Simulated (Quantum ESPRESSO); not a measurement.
# Rh (Fm-3m) in Quantum ESPRESSO: further runs, part 2 of 2

Quantum ESPRESSO 7.5. Earlier steps stand in the parts before.

### 3 Phonons and electron-phonon coupling, PBEsol

pw.in reads:

```
&CONTROL
  calculation = 'scf'
  prefix = 'pwscf'
  outdir = './tmp'
  pseudo_dir = './pseudo'
  tprnfor = .true.
  tstress = .true.
  disk_io = 'low'
/
&SYSTEM
  ibrav = 0
  nat = 1
  ntyp = 1
  ecutwfc = 45
  ecutrho = 360
  nbnd = 13
  occupations = 'smearing'
  smearing = 'mp'
  degauss = 0.01999163
/
&ELECTRONS
  conv_thr = 2d-10
  electron_maxstep = 120
  mixing_beta = 0.5
/
ATOMIC_SPECIES
Rh   102.9055 rh_pbesol_v1.4.uspp.F.UPF
CELL_PARAMETERS angstrom
   0.0000000000    1.8978500000    1.8978500000
   1.8978500000    0.0000000000    1.8978500000
   1.8978500000    1.8978500000    0.0000000000
ATOMIC_POSITIONS crystal
Rh     0.0000000000    0.0000000000    0.0000000000
K_POINTS automatic
12 12 12 0 0 0
```

relax.in reads:

```
&CONTROL
  calculation = 'vc-relax'
  prefix = 'pwscf'
  outdir = './tmp'
  pseudo_dir = './pseudo'
  tprnfor = .true.
  tstress = .true.
  disk_io = 'low'
  nstep = 40
  forc_conv_thr = 0.0001
  etot_conv_thr = 1d-06
/
&SYSTEM
  ibrav = 0
  nat = 1
  ntyp = 1
  ecutwfc = 45
  ecutrho = 360
  nbnd = 13
  occupations = 'smearing'
  smearing = 'mp'
  degauss = 0.01999163
/
&ELECTRONS
  conv_thr = 2d-10
  electron_maxstep = 120
  mixing_beta = 0.5
/
&IONS
  ion_dynamics = 'bfgs'
/
&CELL
  cell_dynamics = 'bfgs'
  press = 0
  press_conv_thr = 0.2
/
ATOMIC_SPECIES
Rh   102.9055 rh_pbesol_v1.4.uspp.F.UPF
CELL_PARAMETERS angstrom
   0.0000000000    1.8978500000    1.8978500000
   1.8978500000    0.0000000000    1.8978500000
   1.8978500000    1.8978500000    0.0000000000
ATOMIC_POSITIONS crystal
Rh     0.0000000000    0.0000000000    0.0000000000
K_POINTS automatic
12 12 12 0 0 0
```

scf2.in reads:

```
&CONTROL
  calculation = 'scf'
  prefix = 'pwscf'
  outdir = './tmp'
  pseudo_dir = './pseudo'
  tprnfor = .true.
  tstress = .true.
  disk_io = 'low'
/
&SYSTEM
  ibrav = 0
  nat = 1
  ntyp = 1
  ecutwfc = 45
  ecutrho = 360
  nbnd = 13
  occupations = 'smearing'
  smearing = 'mp'
  degauss = 0.01999163
/
&ELECTRONS
  conv_thr = 1d-13
  electron_maxstep = 120
  mixing_beta = 0.5
  startingpot = 'file'
  startingwfc = 'file'
/
ATOMIC_SPECIES
Rh   102.9055 rh_pbesol_v1.4.uspp.F.UPF
CELL_PARAMETERS angstrom
   0.0000000000    1.8907896076    1.8907896076
   1.8907896076    0.0000000000    1.8907896076
   1.8907896076    1.8907896076    0.0000000000
ATOMIC_POSITIONS crystal
Rh     0.0000000000    0.0000000000    0.0000000000
K_POINTS automatic
12 12 12 0 0 0
```

dense.in reads:

```
&CONTROL
  calculation = 'scf'
  prefix = 'pwscf'
  outdir = './tmp'
  pseudo_dir = './pseudo'
  tprnfor = .true.
  tstress = .true.
  disk_io = 'low'
/
&SYSTEM
  ibrav = 0
  nat = 1
  ntyp = 1
  ecutwfc = 45
  ecutrho = 360
  nbnd = 13
  occupations = 'smearing'
  smearing = 'mp'
  degauss = 0.01999163
  la2F = .true.
/
&ELECTRONS
  conv_thr = 1d-12
  electron_maxstep = 120
  mixing_beta = 0.5
  startingpot = 'file'
/
ATOMIC_SPECIES
Rh   102.9055 rh_pbesol_v1.4.uspp.F.UPF
CELL_PARAMETERS angstrom
   0.0000000000    1.8907896076    1.8907896076
   1.8907896076    0.0000000000    1.8907896076
   1.8907896076    1.8907896076    0.0000000000
ATOMIC_POSITIONS crystal
Rh     0.0000000000    0.0000000000    0.0000000000
K_POINTS automatic
36 36 36 0 0 0
```

scf3.in reads:

```
&CONTROL
  calculation = 'scf'
  prefix = 'pwscf'
  outdir = './tmp'
  pseudo_dir = './pseudo'
  tprnfor = .true.
  tstress = .true.
  disk_io = 'low'
/
&SYSTEM
  ibrav = 0
  nat = 1
  ntyp = 1
  ecutwfc = 45
  ecutrho = 360
  nbnd = 13
  occupations = 'smearing'
  smearing = 'mp'
  degauss = 0.01999163
/
&ELECTRONS
  conv_thr = 1d-12
  electron_maxstep = 120
  mixing_beta = 0.5
  startingpot = 'file'
/
ATOMIC_SPECIES
Rh   102.9055 rh_pbesol_v1.4.uspp.F.UPF
CELL_PARAMETERS angstrom
   0.0000000000    1.8907896076    1.8907896076
   1.8907896076    0.0000000000    1.8907896076
   1.8907896076    1.8907896076    0.0000000000
ATOMIC_POSITIONS crystal
Rh     0.0000000000    0.0000000000    0.0000000000
K_POINTS automatic
12 12 12 0 0 0
```

ph.in reads:

```
phonon_bands of Rh
&INPUTPH
  prefix = 'pwscf'
  outdir = './tmp'
  tr2_ph = 1d-18
  fildyn = 'dyn'
  niter_ph = 90
  alpha_mix(1) = 0.4
  ldisp = .true.
  nq1 = 4
  nq2 = 4
  nq3 = 4
  electron_phonon = 'interpolated'
  el_ph_sigma = 0.005
  el_ph_nsigma = 10
  fildvscf = 'dvscf'
/
```

q2r.in reads:

```
&INPUT
  fildyn = 'dyn'
  zasr = 'crystal'
  flfrc = 'fc'
  la2F = .true.
/
```

matdyn.in reads:

```
&INPUT
  asr = 'crystal'
  flfrc = 'fc'
  flfrq = 'freq'
  q_in_cryst_coord = .true.
  flvec = ' '
/
80
 0.0000000000  0.0000000000  0.0000000000
 0.0454545455  0.0000000000  0.0454545455
 0.0909090909  0.0000000000  0.0909090909
 0.1363636364  0.0000000000  0.1363636364
 0.1818181818  0.0000000000  0.1818181818
 0.2272727273  0.0000000000  0.2272727273
 0.2727272727  0.0000000000  0.2727272727
 0.3181818182  0.0000000000  0.3181818182
 0.3636363636  0.0000000000  0.3636363636
 0.4090909091  0.0000000000  0.4090909091
 0.4545454545  0.0000000000  0.4545454545
 0.5000000000  0.0000000000  0.5000000000
 0.5000000000  0.0500000000  0.5500000000
 0.5000000000  0.1000000000  0.6000000000
 0.5000000000  0.1500000000  0.6500000000
 0.5000000000  0.2000000000  0.7000000000
 0.5000000000  0.2500000000  0.7500000000
 0.4687500000  0.2812500000  0.7500000000
 0.4375000000  0.3125000000  0.7500000000
 0.4062500000  0.3437500000  0.7500000000
 0.3750000000  0.3750000000  0.7500000000
 0.3461538462  0.3461538462  0.6923076923
 0.3173076923  0.3173076923  0.6346153846
 0.2884615385  0.2884615385  0.5769230769
 0.2596153846  0.2596153846  0.5192307692
 0.2307692308  0.2307692308  0.4615384615
 0.2019230769  0.2019230769  0.4038461538
 0.1730769231  0.1730769231  0.3461538462
 0.1442307692  0.1442307692  0.2884615385
 0.1153846154  0.1153846154  0.2307692308
 0.0865384615  0.0865384615  0.1730769231
 0.0576923077  0.0576923077  0.1153846154
 0.0288461538  0.0288461538  0.0576923077
 0.0000000000  0.0000000000  0.0000000000
 0.0454545455  0.0454545455  0.0454545455
 0.0909090909  0.0909090909  0.0909090909
 0.1363636364  0.1363636364  0.1363636364
 0.1818181818  0.1818181818  0.1818181818
 0.2272727273  0.2272727273  0.2272727273
 0.2727272727  0.2727272727  0.2727272727
 0.3181818182  0.3181818182  0.3181818182
 0.3636363636  0.3636363636  0.3636363636
 0.4090909091  0.4090909091  0.4090909091
 0.4545454545  0.4545454545  0.4545454545
 0.5000000000  0.5000000000  0.5000000000
 0.5178571429  0.4642857143  0.5178571429
 0.5357142857  0.4285714286  0.5357142857
 0.5535714286  0.3928571429  0.5535714286
 0.5714285714  0.3571428571  0.5714285714
 0.5892857143  0.3214285714  0.5892857143
 0.6071428571  0.2857142857  0.6071428571
 0.6250000000  0.2500000000  0.6250000000
 0.5937500000  0.2500000000  0.6562500000
 0.5625000000  0.2500000000  0.6875000000
 0.5312500000  0.2500000000  0.7187500000
 0.5000000000  0.2500000000  0.7500000000
 0.5000000000  0.2750000000  0.7250000000
 0.5000000000  0.3000000000  0.7000000000
 0.5000000000  0.3250000000  0.6750000000
 0.5000000000  0.3500000000  0.6500000000
 0.5000000000  0.3750000000  0.6250000000
 0.5000000000  0.4000000000  0.6000000000
 0.5000000000  0.4250000000  0.5750000000
 0.5000000000  0.4500000000  0.5500000000
 0.5000000000  0.4750000000  0.5250000000
 0.5000000000  0.5000000000  0.5000000000
 0.4861111111  0.4861111111  0.5277777778
 0.4722222222  0.4722222222  0.5555555556
 0.4583333333  0.4583333333  0.5833333333
 0.4444444444  0.4444444444  0.6111111111
 0.4305555556  0.4305555556  0.6388888889
 0.4166666667  0.4166666667  0.6666666667
 0.4027777778  0.4027777778  0.6944444444
 0.3888888889  0.3888888889  0.7222222222
 0.3750000000  0.3750000000  0.7500000000
 0.6250000000  0.2500000000  0.6250000000
 0.5937500000  0.1875000000  0.5937500000
 0.5625000000  0.1250000000  0.5625000000
 0.5312500000  0.0625000000  0.5312500000
 0.5000000000  0.0000000000  0.5000000000
```

matdyn_dos.in reads:

```
&INPUT
  asr = 'crystal'
  flfrc = 'fc'
  dos = .true.
  fldos = 'phdos'
  nk1 = 18
  nk2 = 18
  nk3 = 18
  deltaE = 1
  flvec = ' '
  flfrq = ' '
/
```

matdyn_a2f.in reads:

```
&INPUT
  asr = 'crystal'
  flfrc = 'fc'
  la2F = .true.
  dos = .true.
  fldos = 'dos2'
  nk1 = 14
  nk2 = 14
  nk3 = 14
  ndos = 60
  el_ph_nsigma = 10
  flfrq = 'dosfreq2'
  flvec = ' '
/
```

matdyn_mesh.in reads:

```
&INPUT
  asr = 'crystal'
  flfrc = 'fc'
  flfrq = 'mesh'
  q_in_cryst_coord = .true.
  flvec = ' '
/
1000
 0.05000000  0.05000000  0.05000000
 0.05000000  0.05000000  0.15000000
 0.05000000  0.05000000  0.25000000
[... 997 further points of the even 10 x 10 x 10 mesh, shifted by half a step ...]
```

Potentials or basis: GBRV 1.5 PBEsol.

On the command line:

```bash
OMP_NUM_THREADS=1 mpirun -n 4 pw.x -nk 4 -in pw.in > pw.out
OMP_NUM_THREADS=1 mpirun -n 4 pw.x -nk 4 -in relax.in > relax.out
OMP_NUM_THREADS=1 mpirun -n 4 pw.x -nk 4 -in scf2.in > scf2.out
OMP_NUM_THREADS=1 mpirun -n 4 pw.x -nk 4 -in dense.in > dense.out
OMP_NUM_THREADS=1 mpirun -n 4 pw.x -nk 4 -in scf3.in > scf3.out
OMP_NUM_THREADS=1 mpirun -n 4 ph.x -nk 4 -in ph.in > ph.out
OMP_NUM_THREADS=1 mpirun -n 1 q2r.x -in q2r.in > q2r.out
OMP_NUM_THREADS=1 mpirun -n 1 matdyn.x -in matdyn.in > matdyn.out
OMP_NUM_THREADS=1 mpirun -n 1 matdyn.x -in matdyn_dos.in > matdyn_dos.out
OMP_NUM_THREADS=1 mpirun -n 1 matdyn.x -in matdyn_a2f.in > matdyn_a2f.out
OMP_NUM_THREADS=1 mpirun -n 1 matdyn.x -in matdyn_mesh.in > matdyn_mesh.out
```

pw.out:

```text
This program is part of the open-source Quantum ESPRESSO suite
     for quantum simulation of materials; please cite
[... 6 lines left out ...]
     using ibrav=0 with symmetry is DISCOURAGED, use correct ibrav instead

     K-points division:     npool     =       4
     Subspace diagonalization in iterative solution of the eigenvalue problem:
     a serial algorithm will be used

     G-vector sticks info
     --------------------
     sticks:   dense  smooth     PW     G-vecs:    dense   smooth      PW
     Sum         649     313    109                10777     3719     749

     Using Slab Decomposition

     bravais-lattice index     =            0
     lattice parameter (alat)  =       5.0720  a.u.
     unit-cell volume          =      92.2597 (a.u.)^3
     number of atoms/cell      =            1
     number of atomic types    =            1
     number of electrons       =        15.00
     number of Kohn-Sham states=           13
     kinetic-energy cutoff     =      45.0000  Ry
     charge density cutoff     =     360.0000  Ry
     scf convergence threshold =      2.0E-10
     mixing beta               =       0.5000
     number of iterations used =            8  plain     mixing
     Exchange-correlation= SLA  PW   PSX  PSC
                           (   1   4  10   8   0   0   0)

     celldm(1)=   5.071959  celldm(2)=   0.000000  celldm(3)=   0.000000
     celldm(4)=   0.000000  celldm(5)=   0.000000  celldm(6)=   0.000000

[... 8 lines left out ...]
               b(3) = (  0.707107  0.707107 -0.707107 )

     PseudoPot. # 1 for Rh read from file:
     rh_pbesol_v1.4.uspp.F.UPF
     Pseudo is Ultrasoft + core correction, Zval = 15.0
     Generated by new atomic code, or converted to UPF format
     Using radial grid of  969 points,  7 beta functions with:
                l(1) =   0
                l(2) =   0
                l(3) =   1
                l(4) =   1
                l(5) =   2
                l(6) =   2
                l(7) =   2
     Q(r) pseudized with  8 coefficients,  rinner =    1.200   1.200   1.200
                                                       1.200   1.200

     atomic species   valence    mass     pseudopotential
     Rh               15.00   102.90550     Rh( 1.00)

     48 Sym. Ops., with inversion, found

   Cartesian axes

     site n.     atom                  positions (alat units)
         1        Rh     tau(   1) = (   0.0000000   0.0000000   0.0000000  )

     number of k points=    72  Methfessel-Paxton smearing, width (Ry)=  0.0200
                       cart. coord. in units 2pi/alat
        k(    1) = (   0.0000000   0.0000000   0.0000000), wk =   0.0011574
        k(    2) = (   0.0589256   0.0589256  -0.0589256), wk =   0.0092593
        k(    3) = (   0.1178511   0.1178511  -0.1178511), wk =   0.0092593
        k(    4) = (   0.1767767   0.1767767  -0.1767767), wk =   0.0092593
        k(    5) = (   0.2357023   0.2357023  -0.2357023), wk =   0.0092593
        k(    6) = (   0.2946278   0.2946278  -0.2946278), wk =   0.0092593
[... 64 lines left out ...]
        k(   71) = (  -0.7071068   0.2357023   0.0000000), wk =   0.0138889
        k(   72) = (  -0.7071068   0.3535534   0.0000000), wk =   0.0069444

     Dense  grid:    10777 G-vectors     FFT dimensions: (  32,  32,  32)

     Smooth grid:     3719 G-vectors     FFT dimensions: (  24,  24,  24)

     Initial potential from superposition of free atoms

     starting charge      14.4999, renormalised to      15.0000

     negative rho (up, down):  5.565E-02 0.000E+00
     Starting wfcs are   12 randomized atomic wfcs +    1 random wfcs

     Self-consistent Calculation

     iteration #  1     ecut=    45.00 Ry     beta= 0.50
     Davidson diagonalization with overlap
     ethr =  1.00E-02,  avg # of iterations =  4.1

     negative rho (up, down):  5.794E-02 0.000E+00

     total energy              =    -171.00087495 Ry
     estimated scf accuracy    <       0.56981698 Ry

     iteration #  2     ecut=    45.00 Ry     beta= 0.50
     Davidson diagonalization with overlap
     ethr =  3.80E-03,  avg # of iterations =  2.0
[... 42 lines left out ...]
     iteration #  7     ecut=    45.00 Ry     beta= 0.50
     Davidson diagonalization with overlap
     ethr =  3.43E-12,  avg # of iterations =  3.5

     negative rho (up, down):  5.788E-02 0.000E+00

     End of self-consistent calculation

          k = 0.0000 0.0000 0.0000 (   459 PWs)   bands (ev):

   -24.9636 -24.9636 -24.9636  13.2810  18.2568  18.2568  18.2568  20.3886
    20.3886  37.9125  43.4048  43.4048  43.4048

          k = 0.0589 0.0589-0.0589 (   495 PWs)   bands (ev):

   -25.0157 -24.9706 -24.9706  13.5601  18.1372  18.3646  18.3646  20.3314
    20.3314  38.2947  41.8826  43.7896  43.7896
[... 298 lines left out ...]
   -25.5981 -25.3159 -25.2217  15.6013  16.0328  19.8014  21.1009  22.1963
    27.1759  32.5159  34.1261  35.5928  44.5096

          k =-0.0000-0.4714 0.5893 (   473 PWs)   bands (ev):

   -25.5390 -25.4023 -25.1983  15.9413  16.6106  18.9507  20.5702  21.9588
    29.4502  30.2957  33.4178  36.8486  43.9562

          k =-0.7071 0.1179-0.0000 (   464 PWs)   bands (ev):

   -25.6425 -25.2687 -25.2411  15.2401  15.5998  20.9710  21.5763  22.3838
    26.2015  33.4104  34.3848  34.5445  44.9076

          k =-0.2357-0.4714 0.7071 (   467 PWs)   bands (ev):

   -25.5249 -25.2710 -25.1331  16.6582  16.7261  17.9533  20.5105  20.9608
    24.6280  34.9052  35.5001  38.5944  45.3563

          k =-0.1768-0.4125 0.6482 (   472 PWs)   bands (ev):
[... 26 lines left out ...]
   -25.5648 -25.3490 -25.2451  15.8757  16.3345  19.1043  20.7114  22.3855
    28.6303  32.9160  33.0472  34.2021  45.9011

          k =-0.7071 0.3536 0.0000 (   464 PWs)   bands (ev):

   -25.4576 -25.4576 -25.2471  16.2958  17.5215  17.5215  20.1724  22.3863
    31.0208  31.0208  32.7002  34.0822  47.7921

     the Fermi energy is    21.3933 ev

!    total energy              =    -171.16042150 Ry
     estimated scf accuracy    <          1.9E-10 Ry
     smearing contrib. (-TS)   =       0.00063384 Ry
     internal energy E=F+TS    =    -171.16105534 Ry

     The total energy is F=E-TS. E is the sum of the following terms:
     one-electron contribution =     -22.28143901 Ry
     hartree contribution      =      24.71731483 Ry
     xc contribution           =     -29.77734108 Ry
     ewald contribution        =    -143.81959008 Ry

     convergence has been achieved in   7 iterations

     negative rho (up, down):  5.788E-02 0.000E+00

     Forces acting on atoms (cartesian axes, Ry/au):

     atom    1 type  1   force =     0.00000000    0.00000000    0.00000000

     Total force =     0.000000     Total SCF correction =     0.000000

     Computing stress (Cartesian axis) and pressure

     negative rho (up, down):  5.788E-02 0.000E+00
          total   stress  (Ry/bohr**3)                   (kbar)     P=      -32.39
  -0.00022021  -0.00000000  -0.00000000          -32.39       -0.00       -0.00
  -0.00000000  -0.00022021  -0.00000000           -0.00      -32.39       -0.00
  -0.00000000  -0.00000000  -0.00022021           -0.00       -0.00      -32.39

=------------------------------------------------------------------------------=
   JOB DONE.
=------------------------------------------------------------------------------=
```

It took 18 min on 4 MPI ranks of Arm Neoverse V1, shared host; peak memory 0.36 GiB.

What came out:

- Free energy: -2328.7577 eV
- Relaxed volume: 13.52 Å³/atom
- Relaxed cell: a = 2.674 Å, b = 2.674 Å, c = 2.674 Å, α = 60.00°, β = 60.00°, γ = 60.00°
- Space group after relaxing (to 0.05 Å): Fm-3m (No. 225)
- Pressure after relaxing: 0.0 GPa
- Band gap on the k mesh: none (metal or under the smearing width)
- Highest phonon frequency: 254 cm⁻¹
- Zero-point energy: 0.034 eV/atom

The path:
| step | energy change (eV) | largest force (eV/Å) | pressure (GPa) | volume (Å³) |
| --- | --- | --- | --- | --- |
| 1 | 0.0000 | 0.0000 | -3.24 | 13.67 |
| 2 | -0.0012 | 0.0000 | 1.64 | 13.45 |
| 3 | -0.0015 | 0.0000 | -0.03 | 13.52 |
| 4 | -0.0015 | 0.0000 | 0.02 | 13.52 |

Final structure:
```
Rh
1.0
     0.00000    1.89079    1.89079
     1.89079    0.00000    1.89079
     1.89079    1.89079    0.00000
Rh
1
Direct
  0.00000 0.00000 0.00000
```

Levels at points of the mesh, in eV from the Fermi level:
| k point | band 4 | band 5 | band 6 | band 7 | band 8 | band 9 | band 10 | band 11 |
| --- | --- | --- | --- | --- | --- | --- | --- | --- |
| (0.00, 0.00, 0.00) | -8.20 | -3.19 | -3.19 | -3.19 | -1.02 | -1.02 | 16.52 | 22.08 |
| (0.00, 0.00, -0.50) | -6.32 | -3.27 | -3.27 | 0.58 | 0.58 | 0.63 | 8.74 | 15.93 |
| (0.00, -0.50, -0.50) | -6.52 | -6.15 | 0.56 | 1.01 | 1.01 | 3.21 | 12.41 | 13.52 |

Phonon frequencies in cm⁻¹ (negative: imaginary):
```tsv
q point	frequencies
(0.000, 0.000, 0.000)	0 0 0
(0.318, 0.000, 0.318)	166 166 238
(0.500, 0.150, 0.650)	193 200 232
(0.346, 0.346, 0.692)	175 216 218
(0.144, 0.144, 0.288)	94 116 195
(0.091, 0.091, 0.091)	41 41 91
(0.409, 0.409, 0.409)	141 141 250
(0.589, 0.321, 0.589)	171 200 231
(0.500, 0.275, 0.725)	192 213 216
(0.500, 0.450, 0.550)	150 156 251
(0.431, 0.431, 0.639)	163 185 238
(0.562, 0.125, 0.562)	190 198 242
```

Phonon frequencies at the corners of the path (cm⁻¹, interpolated; i marks imaginary ones):
```
point  frequencies
    Γ        0 0 0
    X  193 193 248
    W  194 214 214
    K  181 211 226
    L  147 147 254
    U  181 211 226
```

Phonon states per cell in windows of 20 cm⁻¹ (negative: imaginary):
| from (cm⁻¹) | total |
| --- | --- |
| 0 | 0.00 |
| 20 | 0.00 |
| 40 | 0.02 |
| 60 | 0.03 |
| 80 | 0.06 |
| 100 | 0.11 |
| 120 | 0.20 |
| 140 | 0.43 |
| 160 | 0.55 |
| 180 | 0.53 |
| 200 | 0.22 |
| 220 | 0.61 |
| 240 | 0.24 |

Harmonic thermodynamics per atom at this volume (zero-point energy 34.1 meV, Debye temperature from the second moment 350 K):
| T (K) | free energy (meV) | entropy (k_B) | heat capacity Cv (k_B) |
| --- | --- | --- | --- |
| 50 | 33.9 | 0.18 | 0.54 |
| 100 | 31.6 | 0.95 | 1.74 |
| 200 | 16.4 | 2.49 | 2.59 |
| 298.15 | -9.5 | 3.57 | 2.80 |
| 500 | -85.5 | 5.06 | 2.93 |
| 800 | -235.6 | 6.45 | 2.97 |

Electron-phonon coupling by broadening of the double delta (levels on a 36 × 36 × 36 mesh):
| broadening (eV) | λ | N(E_F) (states/eV a spin and cell) | ω_log (K) | Tc, μ* 0.10 (K) | Tc, μ* 0.13 (K) |
| --- | --- | --- | --- | --- | --- |
| 0.07 | 0.48 | 0.558 | 251 | 2.5 | 1.4 |
| 0.14 | 0.41 | 0.614 | 248 | 1.2 | 0.6 |
| 0.20 | 0.41 | 0.631 | 248 | 1.1 | 0.5 |
| 0.27 | 0.40 | 0.645 | 248 | 1.1 | 0.5 |
| 0.34 | 0.40 | 0.658 | 248 | 1.0 | 0.4 |
| 0.41 | 0.39 | 0.668 | 249 | 0.9 | 0.4 |
| 0.48 | 0.39 | 0.674 | 249 | 0.9 | 0.4 |
| 0.54 | 0.38 | 0.676 | 250 | 0.8 | 0.3 |
| 0.61 | 0.38 | 0.676 | 250 | 0.8 | 0.3 |
| 0.68 | 0.38 | 0.674 | 251 | 0.7 | 0.3 |

The same from a weighted sum over the computed q points, without interpolation:
| broadening (eV) | λ | ω_log (K) | Tc, μ* 0.10 (K) | Tc, μ* 0.13 (K) |
| --- | --- | --- | --- | --- |
| 0.07 | 0.47 | 252 | 2.4 | 1.3 |
| 0.14 | 0.40 | 252 | 1.1 | 0.5 |
| 0.20 | 0.40 | 252 | 1.0 | 0.5 |
| 0.27 | 0.40 | 253 | 1.0 | 0.4 |
| 0.34 | 0.39 | 253 | 0.9 | 0.4 |
| 0.41 | 0.39 | 253 | 0.9 | 0.4 |
| 0.48 | 0.38 | 254 | 0.8 | 0.3 |
| 0.54 | 0.38 | 254 | 0.8 | 0.3 |
| 0.61 | 0.38 | 254 | 0.7 | 0.3 |
| 0.68 | 0.37 | 254 | 0.7 | 0.3 |

Eliashberg function at a broadening of 0.27 eV:
```tsv
cm⁻¹	α²F
6	0.000
19	0.000
32	0.000
45	0.002
58	0.004
71	0.009
84	0.015
97	0.027
110	0.043
123	0.072
136	0.122
149	0.248
162	0.312
175	0.373
187	0.459
200	0.268
213	0.034
226	0.308
239	0.593
252	0.018
```

Coupling and linewidth of each mode at the computed q points (broadening 0.27 eV):
```tsv
q	cm⁻¹	λ of the modes	linewidths (GHz)
(0.00, 0.00, 0.25)	103 103 207	0.16 0.16 0.07	13 13 23
(0.00, 0.00, -0.50)	147 147 254	0.13 0.12 0.07	20 20 35
(0.00, 0.25, 0.25)	141 141 215	0.11 0.11 0.04	16 16 15
(0.00, 0.25, -0.50)	171 187 238	0.13 0.19 0.10	28 51 43
(0.00, 0.25, -0.25)	146 177 236	0.15 0.18 0.09	24 41 38
(0.00, -0.50, -0.50)	193 193 248	0.17 0.16 0.14	47 46 65
(0.25, -0.50, -0.25)	194 214 214	0.17 0.14 0.14	48 49 49
```

Caveat: λ from interpolated matrix elements is rough: modes that symmetry makes equal can differ by tens of percent.
